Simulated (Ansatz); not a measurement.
## Step by step: Ge, relaxation of cell and atoms

Method: Ansatz 0.2.0, DFT, PBE, PAW with Ansatz's default frozen-core files, scalar-relativistic.

Command: `ansatz run input.yaml --threads 1 --pin off --max-ram 2048MiB --backend cpu --events-out ev --progress --plain --runs-dir out` The run took about 25 s on 1 thread of a shared machine.

```yaml
crystal:
  lattice:
    - [0.0, 1.7726105976, 1.7726105976]
    - [1.7726105976, 0.0, 1.7726105976]
    - [1.7726105976, 1.7726105976, 0.0]
  atoms:
    - { symbol: Ge, position: [0.0, 0.0, 0.0] }
kpoints:
  mp_grid: { grid: [16, 16, 16] }
scf:
  occupations: { method: fermi_dirac, width: 0.08 }
hamiltonian:
  xc: pbe
  pseudopotentials: { kind: paw }
output:
  forces: true
  stress: true
relax:
  f_tol: 0.005
  max_steps: 80
  cell: {}
```

The cell is built from the fcc type as a first guess.

The cutoff is 420 eV; energies and pressures of the walk include the program's estimate of the Pulay term.

Each frame lists the cell vectors (Å), then Cartesian positions (Å); symmetry keeps all forces zero. Free energies count from the first step, -4292.7098 eV.

The walk took 11 evaluations in all; steps that aren't listed are left out.

Step 1: E = 0.0 meV, P = 123.65 GPa

```
cell 0.0000 1.7726 1.7726 1.7726 0.0000 1.7726 1.7726 1.7726 0.0000
Ge    0.0000    0.0000    0.0000
```

Step 2: E = -983.7 meV, P = 66.83 GPa

```
cell 0.0000 1.8590 1.8590 1.8590 0.0000 1.8590 1.8590 1.8590 0.0000
Ge    0.0000    0.0000    0.0000
```

Step 3: E = -1546.8 meV, P = 32.53 GPa

```
cell 0.0000 1.9454 1.9454 1.9454 0.0000 1.9454 1.9454 1.9454 0.0000
Ge    0.0000    0.0000    0.0000
```

Step 4: E = -1800.8 meV, P = 8.80 GPa

```
cell 0.0000 2.0319 2.0319 2.0319 0.0000 2.0319 2.0319 2.0319 0.0000
Ge    0.0000    0.0000    0.0000
```

Step 5: E = -1826.1 meV, P = 0.34 GPa

```
cell 0.0000 2.0680 2.0680 2.0680 0.0000 2.0680 2.0680 2.0680 0.0000
Ge    0.0000    0.0000    0.0000
```

Step 6: E = -1826.1 meV, P = -0.01 GPa

```
cell 0.0000 2.0695 2.0695 2.0695 0.0000 2.0695 2.0695 2.0695 0.0000
Ge    0.0000    0.0000    0.0000
```

Step 7: E = -1907.8 meV, P = 7.76 GPa (the cell of the step before, solved again on a basis chosen afresh, hence the jump)

Step 8:

```
cell 0.0000 2.1023 2.1023 2.1023 0.0000 2.1023 2.1023 2.1023 0.0000
Ge    0.0000    0.0000    0.0000
```

Task: Give the energy, pressure of step 8.

Result: E = -1937.7 meV, P = 3.71 GPa
```
Ge    0.0000    0.0000    0.0000
```

Task: How does the relaxation end?

Result: It converges, with a = 4.279 Å, b = 4.279 Å, c = 4.279 Å, α = 90.00°, β = 90.00°, γ = 90.00° (conventional cell, space group Fm-3m). The last solve (on a basis chosen afresh for the final cell, so its energy is not quite comparable) gives E = -1948.8 meV, P = -0.04 GPa:
```
cell 0.0000 2.1393 2.1393 2.1393 0.0000 2.1393 2.1393 2.1393 0.0000
Ge    0.0000    0.0000    0.0000
```
